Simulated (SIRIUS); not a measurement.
**BN under changes of volume**

One of the cells (5.969 Å³/atom); the others are scaled copies at fixed shape and fractional positions:

```
N B
1.0
     2.55394    0.00000    0.00000
    -1.27697    2.21178    0.00000
     0.00000    0.00000    4.22685
N B
2 2
Direct
  0.33333 0.66667 0.12528
  0.66667 0.33333 0.62528
  0.33333 0.66667 0.49972
  0.66667 0.33333 0.99972
```

Measurements of this composition are mostly on another form, of space group No. 194.

* Program: SIRIUS 7.12.0
* Functional: LDA
* Potentials or basis: all-electron FP-LAPW
* Cutoff: 361 eV
* Basis: apw+lo standard
* k mesh: 12 × 12 × 6
* Occupations: fermi-dirac, width 0.05 eV
* Spin: no spin polarisation

| volume (Å³/atom) | energy over the lowest point (meV/atom) | gap on the mesh (eV) |
| --- | --- | --- |
| 5.611 | ? | ? |
| 5.730 | 0.00 | 4.91 |
| 5.850 | 1.74 | 4.95 |
| 5.969 | 9.23 | 4.98 |
| 6.088 | 22.01 | 5.01 |
| 6.208 | 39.52 | 5.03 |
| 6.327 | 61.36 | 5.05 |

Problem. What does the run at 5.611 Å³/atom give?

Solution. Energy over the lowest point 4.59 meV/atom; gap on the mesh 4.88 eV.

Worked out: A Birch-Murnaghan fit of order 3 (a polynomial in V^(-2/3)) to the other rows has its minimum at 5.76 Å³/atom with B0 = V·E''(V) = 403 GPa and B' = 3.7 at fixed shape and positions, which overstates the stiffness. It gives 4.60 meV/atom at 5.611 Å³/atom, against the run's 4.59. A straight line through the other rows of the gap, of slope 1.4 eV per unit of ln V, extrapolates to 4.89 eV, against the run's 4.88.

Energies are extrapolated to zero smearing.

A mesh can miss the band edges.
